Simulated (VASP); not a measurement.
Crystal: Au.

```xyz
1
Lattice="-1.6204 1.6204 1.6204 1.6204 -1.6204 1.6204 1.6204 1.6204 -1.6204" Properties=species:S:1:pos:R:3 pbc="T T T"
Au    0.0000    0.0000    0.0000
```

This isn't the form of Au at room conditions, which is fcc.

Program: VASP 6.6.1. Alike in all runs: task single point; potentials or basis VASP PAW PBE potentials, release 64 (Au); no spin polarisation; cell as given; k mesh 18 × 18 × 18; smearing gaussian 0.1 eV. Hardware: 1 thread of Intel(R) Xeon(R) Platinum 8259CL CPU @ 2.50GHz (Skylake/Cascade Lake), on a shared host.

Question: Order these runs on this cell by their wall time, lowest first.
A. level r2SCAN; cutoff (eV) 520
B. level PBEsol; cutoff (eV) 900
C. level PBEsol; cutoff (eV) 700

Answer: C (17 s), B (34 s), A (80 s).
